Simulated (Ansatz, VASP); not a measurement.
## One calculation of SnTe3, two programs

File INCAR:

```
PREC = Accurate
ENCUT = 520
EDIFF = 1E-6
ISMEAR = 0
SIGMA = 0.1
LREAL = F
LASPH = T
NELM = 60
ALGO = Normal
ISIF = 2
LWAVE = F
LCHARG = F
GGA = PE
NBANDS = 24
```

Contents of KPOINTS:

```
regular mesh
0
Gamma
  8 8 8
```

The input POSCAR:

```
SnTe3
1.0
    0.0000000000      3.8612190000      3.8612190000
    3.8612190000      0.0000000000      3.8612190000
    3.8612190000      3.8612190000      0.0000000000
Sn Te
1 3
Direct
    0.0000000000      0.0000000000      0.0000000000
    0.2500000000      0.2500000000      0.2500000000
    0.7500000000      0.7500000000      0.7500000000
    0.5000000000      0.5000000000      0.5000000000
```

Input for Ansatz:

```yaml
crystal:
  lattice:
    - [0.0, 3.861219, 3.861219]
    - [3.861219, 0.0, 3.861219]
    - [3.861219, 3.861219, 0.0]
  atoms:
    - { symbol: Sn, position: [0.0, 0.0, 0.0] }
    - { symbol: Te, position: [0.25, 0.25, 0.25] }
    - { symbol: Te, position: [0.75, 0.75, 0.75] }
    - { symbol: Te, position: [0.5, 0.5, 0.5] }
basis:
  ecutwfc: 420
kpoints:
  mp_grid: { grid: [8, 8, 8] }
hamiltonian:
  xc: pbe
scf:
  occupations: { method: gaussian, width: 0.1 }
output:
  forces: true
  stress: true
  eigenvalues: true
```

Alike in both runs: task single point; functional PBE; k mesh 8 × 8 × 8; occupations gaussian, width 0.1 eV; no spin polarisation.

|  | VASP | Ansatz |
| --- | --- | --- |
| version | VASP 6.6.1 | Ansatz 0.2.0 |
| potentials or method | VASP PAW PBE potentials, release 64 (Sn_d, Te) | scalar-relativistic, plane waves, PAW |
| plane-wave cutoff (eV) | 520 | 420 |
| valence electrons in the cell | 32 | 62 |

```tsv
	VASP	Ansatz	Ansatz less VASP
gap on the k mesh at the Fermi level (eV)	none	none	-
pressure (GPa)	0.0	0.1	+0.06
```

A gap of «none» marks a metal or a gap that the smearing closes. The two sets of potentials don't hold the same shells in valence.

The runs have no spin-orbit coupling, so splittings on Te are missing.
